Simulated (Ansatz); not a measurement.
# Preparing CdF2 (Fm-3m) as a host crystal, part 2 of 2

Before any defect goes in: CdF2 (Fm-3m) at rest, and how it screens a charge.

Ansatz 0.2.0; plane-wave PAW DFT, PBE; relaxation of the host's cell and atoms (the session's first sound run).

So far, mean electronic dielectric tensor: step 3 (dielectric tensors of the host) 2.93.

**5. Defect free supercell relaxed from displaced atoms**

This step: plane-wave PAW DFT, PBE; relaxation of the defect-free supercell from random displacements, a test of the host's stability (Ansatz 0.2.0).

The input, pristine.rattled/input.yaml:

```yaml
crystal:
  lattice:
    - [0.0, 5.4812345704, 5.4812345704]
    - [5.4812345704, 0.0, 5.4812345704]
    - [5.4812345704, 5.4812345704, 0.0]
  atoms:
    - { symbol: Cd, position: [0.0, 0.0, 0.0] }
    - { symbol: F, position: [0.125, 0.125, 0.125] }
    - { symbol: F, position: [0.375, 0.375, 0.375] }
    - { symbol: Cd, position: [0.0, 0.0, 0.5] }
    - { symbol: F, position: [0.125, 0.125, 0.625] }
    - { symbol: F, position: [0.375, 0.375, 0.875] }
    - { symbol: Cd, position: [0.0, 0.5, 0.0] }
    - { symbol: F, position: [0.125, 0.625, 0.125] }
    - { symbol: F, position: [0.375, 0.875, 0.375] }
    - { symbol: Cd, position: [0.0, 0.5, 0.5] }
    - { symbol: F, position: [0.125, 0.625, 0.625] }
    - { symbol: F, position: [0.375, 0.875, 0.875] }
    - { symbol: Cd, position: [0.5, 0.0, 0.0] }
    - { symbol: F, position: [0.625, 0.125, 0.125] }
    - { symbol: F, position: [0.875, 0.375, 0.375] }
    - { symbol: Cd, position: [0.5, 0.0, 0.5] }
    - { symbol: F, position: [0.625, 0.125, 0.625] }
    - { symbol: F, position: [0.875, 0.375, 0.875] }
    - { symbol: Cd, position: [0.5, 0.5, 0.0] }
    - { symbol: F, position: [0.625, 0.625, 0.125] }
    - { symbol: F, position: [0.875, 0.875, 0.375] }
    - { symbol: Cd, position: [0.5, 0.5, 0.5] }
    - { symbol: F, position: [0.625, 0.625, 0.625] }
    - { symbol: F, position: [0.875, 0.875, 0.875] }
basis:
  ecutwfc: 420
  xc_grid: 2
hamiltonian:
  xc: pbe
kpoints:
  mp_grid: { grid: [1, 1, 1] }
scf:
  occupations: { method: fermi_dirac, width: 0.01 }
  max_iter: 100
  lower_state_search: "off"
output:
  forces: true
relax:
  f_tol: 0.015
  max_steps: 120
  random_displacement: { amplitude: 0.06, seed: 61 }
checkpoint:
  write: "../pristine.rattled.run"
  compress: false
  write_wavefunctions: false
  write_every: 100000
```

Command:

```bash
$ ansatz run input.yaml --threads 4 --pin off --max-ram 9420MiB --backend cpu --events-out ev --progress --plain --runs-dir out
```

Numbers of over 12 decimals in the logs are rounded to 6 here.

The program printed:

```text
[...]
Crystal: 24 atoms, lattice volume = 329.356 Å³
Basis set: ecut = 420 eV, 6375 PW (Γ), exchange–correlation on 108×108×108 points (8 copies of the dense FFT grid, shifted against one another)
Bands: 164, of which v1, the nominal top of the filled ones, is band 136 counted from 1 (135 counted from 0)
Symmetry: 1 space group operations
k-points: 1
[...]
SCF iter   1: F=—  HF=-78976.301475 eV  |F-HF|=—  |Δ(HF+E_count)|=         —  Δρ=3.00e-3  dr2=2.65e-2  ethr=1.77e-3  ⟨swp⟩=6.0  Hψ=576  notcnv=0  defer=12
[...]
SCF iter   6: F=-78976.301101 eV  HF=-78976.301100 eV  |F-HF|=1.60e-6  |Δ(HF+E_count)|=   1.53e-5  Δρ=1.92e-5  dr2=1.03e-6  ethr=2.07e-9  ⟨swp⟩=4.0  Hψ=456  notcnv=0
SCF 1 converged in 6 iterations: F = -78976.301101 eV  dr2 = 1.03e-6
[...]
relax step   1: F+E_penalty+E_count = -78976.30110150 eV  Δ(F+E_penalty+E_count) = +0.000e0 eV  max|allowed force component| = 5.437e-1 eV/Å  Δτ_max = 0.0000 Å  (6 SCF iters, dr2 threshold 5.63e-6 eV, accepted)
[...]
relax step   2: F+E_penalty+E_count = -78976.47269451 eV  Δ(F+E_penalty+E_count) = -1.716e-1 eV  max|allowed force component| = 2.219e-1 eV/Å  Δτ_max = 0.0939 Å  (6 SCF iters, dr2 threshold 1.85e-5 eV, accepted)
relax step   3: F+E_penalty+E_count = -78976.51776996 eV  Δ(F+E_penalty+E_count) = -4.508e-2 eV  max|allowed force component| = 5.815e-3 eV/Å  Δτ_max = 0.0467 Å  (6 SCF iters, dr2 threshold 3.08e-6 eV, accepted)
[...]
SCF iter   4: F=-78976.517770 eV  HF=-78976.517770 eV  |F-HF|=9.71e-9  |Δ(HF+E_count)|=   2.22e-7  Δρ=1.94e-6  dr2=9.82e-9  ethr=3.68e-11  ⟨swp⟩=4.0  Hψ=485  notcnv=0
SCF 4 converged in 4 iterations: F = -78976.517770 eV  dr2 = 9.82e-9
relax step   4: F+E_penalty+E_count = -78976.51777031 eV  Δ(F+E_penalty+E_count) = -3.410e-7 eV  max|allowed force component| = 4.812e-3 eV/Å  Δτ_max = 0.0000 Å  (4 SCF iters, accepted)
SCF converged after 4 iterations
Free energy (F): -78976.517770 eV
[...]
Internal energy: -78976.517770 eV  (E = F + TS)
E sigma→0 (E₀):  -78976.517770 eV
Fermi energy:    7.147689 eV
[...]
--- Forces (eV/Å), atoms counted from 1 ---
  atom   1  Cd    -0.00288464     0.00096949    -0.00166791
  atom   2  F     -0.00005696    -0.00339384    -0.00101593
  atom   3  F     -0.00135541     0.00081147    -0.00165880
  atom   4  Cd     0.00111343    -0.00379306     0.00131613
  atom   5  F     -0.00014560    -0.00294598    -0.00405148
  atom   6  F     -0.00095145    -0.00196576    -0.00152194
  atom   7  Cd    -0.00289890    -0.00344382    -0.00376735
  atom   8  F      0.00178177     0.00274309     0.00074152
  atom   9  F      0.00086046     0.00093004     0.00179379
  atom  10  Cd     0.00108850     0.00374630    -0.00025854
  atom  11  F     -0.00195731     0.00210213     0.00061546
  atom  12  F     -0.00359163     0.00177105     0.00436194
  atom  13  Cd     0.00173846     0.00125072     0.00426575
  atom  14  F      0.00000027    -0.00021214     0.00433127
  atom  15  F      0.00235790    -0.00223122    -0.00287620
  atom  16  Cd    -0.00249755     0.00025759    -0.00169218
  atom  17  F      0.00062288     0.00242816     0.00104658
  atom  18  F     -0.00091240     0.00141629     0.00137505
  atom  19  Cd     0.00480586    -0.00078383    -0.00111951
  atom  20  F     -0.00022908    -0.00293578    -0.00119859
  atom  21  F      0.00287177    -0.00160617     0.00040660
  atom  22  Cd     0.00100559     0.00126229     0.00149570
  atom  23  F      0.00054774     0.00220745    -0.00057954
  atom  24  F     -0.00146364     0.00129242    -0.00027154
  max |Σ_I F_I| component: 1.50e-4 eV/Å
--- Relaxed structure (4 steps of the walk, 4 accepted, 0 SCFs on fresh bases) ---
  F+E_penalty+E_count = -78976.51777031 eV   max|allowed force component| = 4.812e-3 eV/Å
  atoms:
    - { symbol: Cd, position: [0.000338, -0.000442, 0.000375] }
    - { symbol: F, position: [0.125479, 0.125613, 0.124622] }
    - { symbol: F, position: [0.375234, 0.376236, 0.374221] }
    - { symbol: Cd, position: [0.000550, -0.000787, 0.500483] }
    - { symbol: F, position: [0.127156, 0.124377, 0.624952] }
    - { symbol: F, position: [0.377029, 0.374108, 0.874785] }
    - { symbol: Cd, position: [0.000626, 0.499409, 0.000377] }
    - { symbol: F, position: [0.124632, 0.624073, 0.124823] }
    - { symbol: F, position: [0.374466, 0.873694, 0.375484] }
    - { symbol: Cd, position: [0.000442, 0.499466, 0.500162] }
    - { symbol: F, position: [0.124709, 0.623542, 0.626952] }
    - { symbol: F, position: [0.374990, 0.873369, 0.876945] }
    - { symbol: Cd, position: [0.500361, -0.000827, 0.000417] }
    - { symbol: F, position: [0.624694, 0.123385, 0.127017] }
    - { symbol: F, position: [0.875418, 0.373280, 0.376760] }
    - { symbol: Cd, position: [0.500414, -0.000561, 0.500358] }
    - { symbol: F, position: [0.624551, 0.123983, 0.624950] }
    - { symbol: F, position: [0.874455, 0.373880, 0.875412] }
    - { symbol: Cd, position: [0.500629, 0.499266, 0.000183] }
    - { symbol: F, position: [0.627173, 0.624184, 0.124981] }
    - { symbol: F, position: [0.876966, 0.874095, 0.374788] }
    - { symbol: Cd, position: [0.500476, 0.499286, 0.500294] }
    - { symbol: F, position: [0.625378, 0.625716, 0.624387] }
    - { symbol: F, position: [0.875139, 0.876223, 0.874347] }
```

The job ended after 3.5 s (4 threads of Arm Neoverse V2, shared host; peak memory 0.49 GiB; 12 s of CPU time).

The steps of the relaxation:

| step | energy less that of the first step (eV) | largest force component (eV/Å) |
| --- | --- | --- |
| 1 | 0.0000 | 0.5437 |
| 2 | -0.1716 | 0.2219 |
| 3 | -0.2167 | 0.0058 |
| 4 | -0.2167 | 0.0048 |

The atoms that moved most (Å, from the sites as typed, ahead of the random displacement, the mean shift of all atoms taken out):

| atom | dx | dy | dz | length |
| --- | --- | --- | --- | --- |
| F3 | 0.004 | -0.007 | 0.009 | 0.012 |
| F24 | 0.005 | -0.007 | 0.008 | 0.012 |
| F5 | -0.002 | 0.007 | 0.009 | 0.012 |
| F20 | -0.003 | 0.007 | 0.008 | 0.012 |
| F14 | 0.004 | 0.005 | -0.010 | 0.011 |
| F17 | -0.004 | -0.007 | -0.007 | 0.011 |
| F11 | 0.004 | 0.005 | -0.009 | 0.011 |
| F12 | 0.003 | 0.006 | -0.008 | 0.011 |

Final coordinates:

```xyz
24
Lattice="0.0000 5.4812 5.4812 5.4812 0.0000 5.4812 5.4812 5.4812 0.0000" Properties=species:S:1:pos:R:3 pbc="T T T"
Cd   -0.0004    0.0039   -0.0006
F     1.3716    1.3709    1.3763
F     4.1134    4.1079    4.1190
Cd    2.7389    2.7463   -0.0013
F     4.1072    4.1225    1.3787
F     6.8455    6.8615    4.1172
Cd    2.7394    0.0055    2.7408
F     4.1049    1.3673    4.1038
F     6.8470    4.1107    6.8415
Cd    5.4792    2.7439    2.7401
F     6.8543    4.1200    4.1013
F     9.5939    6.8621    6.8425
Cd   -0.0022    2.7449    2.7381
F     1.3725    4.1203    4.1004
F     4.1111    6.8635    6.8444
Cd    2.7395    5.4855    2.7398
F     4.1051    6.8488    4.1029
F     6.8477    9.5914    6.8424
Cd    2.7376    2.7451    5.4807
F     4.1064    4.1227    6.8590
F     6.8454    6.8612    9.5980
Cd    5.4789    5.4855    5.4799
F     6.8521    6.8503    6.8575
F     9.5953    9.5893    9.5996
```

The relaxation ends 9.0 meV an atom lower than the displaced start, with a largest force component of 0.0048 eV/Å.

**6. Host on a dense mesh**

This step: plane-wave PAW DFT, PBE; single point of the defect-free host, a test of the k-point sampling (Ansatz 0.2.0).

System of this step: CdF2 (Fm-3m). The structure is cubic, space group Fm-3m (No. 225). The conventional cell has a = 5.481 Å, b = 5.481 Å, c = 5.481 Å, α = 90.00°, β = 90.00°, γ = 90.00°. Nearest to Cd lie 8 F at 2.37 Å. Nearest to F lie 4 Cd at 2.37 Å. Farther neighbours and most contacts between anions are not listed.

The input, dense/input.yaml:

```yaml
crystal:
  lattice:
    - [0.0, 2.7406172852, 2.7406172852]
    - [2.7406172852, 0.0, 2.7406172852]
    - [2.7406172852, 2.7406172852, 0.0]
  atoms:
    - { symbol: Cd, position: [0.0, 0.0, 0.0] }
    - { symbol: F, position: [0.25, 0.25, 0.25] }
    - { symbol: F, position: [0.75, 0.75, 0.75] }
basis:
  ecutwfc: 420
  xc_grid: 2
hamiltonian:
  xc: pbe
kpoints:
  mp_grid: { grid: [9, 9, 9] }
scf:
  occupations: { method: fermi_dirac, width: 0.01 }
  max_iter: 100
  lower_state_search: "off"
checkpoint:
  write: "../dense.run"
  compress: false
  write_wavefunctions: false
  write_every: 100000
```

The program printed:

```text
[...]
Crystal: 3 atoms, lattice volume = 41.169 Å³
Basis set: ecut = 420 eV, 821 PW (Γ), exchange–correlation on 54×54×54 points (8 copies of the dense FFT grid, shifted against one another)
Bands: 21, of which v1, the nominal top of the filled ones, is band 17 counted from 1 (16 counted from 0)
Symmetry: 48 space group operations
[...]
k-points: 35 of 729
[...]
SCF iter   1: F=—  HF=-9872.168049 eV  |F-HF|=—  |Δ(HF+E_count)|=         —  Δρ=4.70e-4  dr2=1.64e-5  ethr=1.77e-3  ⟨swp⟩=5.0  Hψ=3080  notcnv=0
[...]
SCF iter   6: F=-9872.169206 eV  HF=-9872.169206 eV  |F-HF|=1.10e-9  |Δ(HF+E_count)|=   3.63e-9  Δρ=2.07e-6  dr2=5.77e-10  ethr=4.65e-11  ⟨swp⟩=1.0  Hψ=1989  notcnv=0
SCF 1 converged in 6 iterations: F = -9872.169206 eV  dr2 = 5.77e-10
[...]
SCF converged after 6 iterations
Free energy (F): -9872.169206 eV
[...]
Internal energy: -9872.169206 eV  (E = F + TS)
E sigma→0 (E₀):  -9872.169206 eV
Fermi energy:    7.145013 eV
[...]
```

Wall time 0.39 s (4 threads); peak memory 0.3 GiB; 1.2 s of CPU time.

**7. Defect free supercell at the zone centre**

The supercell is run at the zone centre, to see how far that sampling misses the dense mesh.

System of this step: CdF2 (Fm-3m). Symmetry: Fm-3m, No. 225, cubic system. Conventional cell: a = 5.481 Å, b = 5.481 Å, c = 5.481 Å, α = 90.00°, β = 90.00°, γ = 90.00°. Cd has 8 F at 2.37 Å nearest. Nearest to F lie 4 Cd at 2.37 Å. Farther neighbours and most contacts between anions are not listed.

pristine.sampling_gamma/input.yaml, as its differences from pristine.rattled/input.yaml of step 5:

```diff
@@ -41,10 +41,4 @@
   lower_state_search: "off"
-output:
-  forces: true
-relax:
-  f_tol: 0.015
-  max_steps: 120
-  random_displacement: { amplitude: 0.06, seed: 61 }
 checkpoint:
-  write: "../pristine.rattled.run"
+  write: "../pristine.sampling_gamma.run"
   compress: false
```

The program printed:

```text
[...]
Crystal: 24 atoms, lattice volume = 329.356 Å³
Basis set: ecut = 420 eV, 6375 PW (Γ), exchange–correlation on 108×108×108 points (8 copies of the dense FFT grid, shifted against one another)
Bands: 160, of which v1, the nominal top of the filled ones, is band 136 counted from 1 (135 counted from 0)
Symmetry: 384 space group operations
[...]
k-points: 1
[...]
SCF iter   1: F=—  HF=-78976.518020 eV  |F-HF|=—  |Δ(HF+E_count)|=         —  Δρ=2.96e-3  dr2=2.62e-2  ethr=1.77e-3  ⟨swp⟩=6.0  Hψ=483  notcnv=0  defer=9
[...]
SCF iter   3: F=—  HF=-78976.516201 eV  |F-HF|=—  |Δ(HF+E_count)|=   6.94e-4  Δρ=5.22e-4  dr2=6.65e-4  ethr=5.86e-7  ⟨swp⟩=2.0  Hψ=148  notcnv=0  defer=14
automatic band count: iteration 3 solves 158 bands in place of 160: the levels show a gap, and the empty bands left out lie too high to hold charge; the band table lists the bands solved (type scf.n_extra_bands for more)
SCF iter   4: F=—  HF=-78976.516587 eV  |F-HF|=—  |Δ(HF+E_count)|=   3.86e-4  Δρ=2.22e-4  dr2=1.32e-4  ethr=2.44e-7  ⟨swp⟩=2.0  Hψ=148  notcnv=0  defer=14
[...]
SCF iter   7: F=-78976.517970 eV  HF=-78976.517970 eV  |F-HF|=2.59e-8  |Δ(HF+E_count)|=   1.10e-6  Δρ=2.13e-6  dr2=8.80e-9  ethr=3.68e-11  ⟨swp⟩=3.0  Hψ=352  notcnv=0
SCF 1 converged in 7 iterations: F = -78976.517970 eV  dr2 = 8.80e-9
[...]
SCF converged after 7 iterations
Free energy (F): -78976.517970 eV
[...]
Internal energy: -78976.517970 eV  (E = F + TS)
E sigma→0 (E₀):  -78976.517970 eV
Fermi energy:    7.147737 eV
[...]
```

It took 0.83 s on 4 threads; peak memory 0.47 GiB.

**8. Defect free supercell at the quarter point**

The supercell is run at one point off the zone centre, to see how far that sampling misses the dense mesh.

pristine.sampling_quarter/input.yaml, as its differences from pristine.sampling_gamma/input.yaml of step 7:

```diff
@@ -36,3 +36,3 @@
 kpoints:
-  mp_grid: { grid: [1, 1, 1] }
+  mp_grid: { grid: [1, 1, 1], shift: [0.25, 0.25, 0.25] }
 scf:
@@ -42,3 +42,3 @@
 checkpoint:
-  write: "../pristine.sampling_gamma.run"
+  write: "../pristine.sampling_quarter.run"
   compress: false
```

The program printed:

```text
[...]
Crystal: 24 atoms, lattice volume = 329.356 Å³
Basis set: ecut = 420 eV, 6375 PW (Γ), exchange–correlation on 108×108×108 points (8 copies of the dense FFT grid, shifted against one another)
Bands: 160, of which v1, the nominal top of the filled ones, is band 136 counted from 1 (135 counted from 0)
Symmetry: 96 space group operations
k-points: 1
[...]
SCF iter   1: F=—  HF=-78977.005239 eV  |F-HF|=—  |Δ(HF+E_count)|=         —  Δρ=1.88e-3  dr2=4.24e-3  ethr=1.77e-3  ⟨swp⟩=6.0  Hψ=525  notcnv=0  defer=6
[...]
SCF iter   7: F=-78977.010437 eV  HF=-78977.010437 eV  |F-HF|=5.89e-9  |Δ(HF+E_count)|=   2.00e-7  Δρ=2.27e-6  dr2=1.00e-8  ethr=3.68e-11  ⟨swp⟩=3.0  Hψ=359  notcnv=0
SCF 1 converged in 7 iterations: F = -78977.010437 eV  dr2 = 1.00e-8
[...]
SCF converged after 7 iterations
Free energy (F): -78977.010437 eV
[...]
Internal energy: -78977.010437 eV  (E = F + TS)
E sigma→0 (E₀):  -78977.010437 eV
Fermi energy:    7.377402 eV
[...]
```

Wall time 0.98 s (4 threads); peak memory 0.58 GiB.

**9. Results**

```yaml
primitive_cell_vectors_lengths: 3.876, 3.876, 3.876 Å
electronic_dielectric_constant: 2.93
static_dielectric_constant: 11.01
gap_on_the_k_mesh_of_the_response_run_pbesol: 2.76 eV
supercell_relaxed_in_its_symmetry_less_the_displaced_and_relaxed_one: 0.000 eV
energy_an_atom_at_the_zone_centre_alone_less_that_on_the_dense_mesh: 0.035 eV
energy_an_atom_at_one_point_at_less_that_on_the_dense_mesh: 0.014 eV
```

What this shows: Step 5: The energy fell by 0.217 eV from the randomly displaced start; against the sites as typed, F3 ends farthest off, by 0.01 Å, once the mean shift is taken out. The displaced cell ends within 0.01 eV of the symmetric one relaxed in its symmetry, so no lower structure shows in this supercell. The k-mesh can miss the band edges, so this gap is an upper bound at this level. All at zero temperature.

[Logs are printed without paths, hosts, clocks, repeated set-up lines and the standing remarks that a program may print on its own settings, such as how far it seeks lower states.]

[Hosts, paths, dates, database ids (printed as entryN), source tags and the programs' standing remarks are cut or masked in the printed files.]

[Runs of the host that timed out are not shown.]

[For some hosts the program warned that the k-mesh of the response run may be too coarse for force constants and the static dielectric constant; such warnings are not always shown.]
